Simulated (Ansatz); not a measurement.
AlO:

```
CELL_PARAMETERS angstrom
2.76919 0.00000 0.00000
0.00000 2.76919 0.00000
0.00000 0.00000 2.76919
ATOMIC_POSITIONS crystal
Al 0.50000 0.50000 0.50000
O 0.00000 0.00000 0.00000
```

The cell was built by a generator and needn't be a form met in nature.

| Item | Value |
| --- | --- |
| Program | Ansatz 0.2.0 |
| Task | relaxation of cell and atoms |
| Functional | r2SCAN |
| Dispersion | D4 |
| Potentials or basis | Ansatz PAW |
| Cutoff | 500 eV (not typed: the program's choice for these potentials) |
| k mesh | 10 × 10 × 10 |
| Occupations | fermi-dirac, width 0.05 eV |
| Spin | no spin polarisation |

At the start: volume 10.62 Å³/atom.

How do energy, volume and symmetry change on relaxing?

It ends after 5 steps and the volume is 10.23 Å³/atom (-3.7 %); space group Pm-3m (No. 221, to 0.05 Å).

The path:
```tsv
step	energy change (eV)	largest force (eV/Å)	volume (Å³)
1	0.0000	0.0000	21.24
2	-0.0115	0.0000	20.68
3	-0.0127	0.0000	20.44
4	-0.0127	0.0000	20.45
5	-0.0123	0.0000	20.45
```

Final structure:
```
Al O
1.0
     2.73483    0.00000    0.00000
     0.00000    2.73483    0.00000
     0.00000    0.00000    2.73483
Al O
1 1
Direct
  0.50000 0.50000 0.50000
  0.00000 0.00000 0.00000
```

Caveat: the plane-wave basis is chosen anew once the cell has moved, so the energies of steps on either side of that aren't comparable; an odd number of electrons without spin polarisation forces a metal; a magnetic or distorted state may lie lower; pairwise dispersion overbinds metals, which lowers pressure and volume; the PAW data sets come from PBE, with cores solved anew for the run's functional, which leaves a small shift of forces and pressure.
